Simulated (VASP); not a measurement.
Crystal: Cu.

```
Cu
1.0
    -1.44279    1.44279    1.37608
     1.44279   -1.44279    1.37608
     1.44279    1.44279   -1.37608
Cu
1
Cartesian
  0.0000 0.0000 0.0000
```

This isn't the form of Cu at room conditions, which is fcc.

* Program: VASP 6.6.1
* Task: single point
* Functional: PBE
* Potentials or basis: VASP PAW PBE potentials, release 64 (Cu)
* Cutoff: 520 eV
* k mesh: 13 × 13 × 13
* Occupations: fermi-dirac, width 0.05 eV
* Spin: no spin polarisation

On this cell: pressure 7.9 GPa; band gap on the k mesh none (metal or under the smearing width).

The same run follows on a disturbed copy (cell strained at random at fixed volume):

```
Cu
1.0
    -1.41080    1.44162    1.36674
     1.39194   -1.45455    1.36053
     1.46098    1.50473   -1.38030
Cu
1
Direct
  0.01879 0.00286 0.01439
```

Question: What changes?

Answer: The energy (extrapolated to zero smearing) moves by +4.9 meV/atom; pressure 8.2 GPa; band gap on the k mesh none (metal or under the smearing width).

Stress tensor (GPa, compression positive):
```
 6.96 -4.61  1.42
-4.61  9.28  0.94
 1.42  0.94  8.46
```
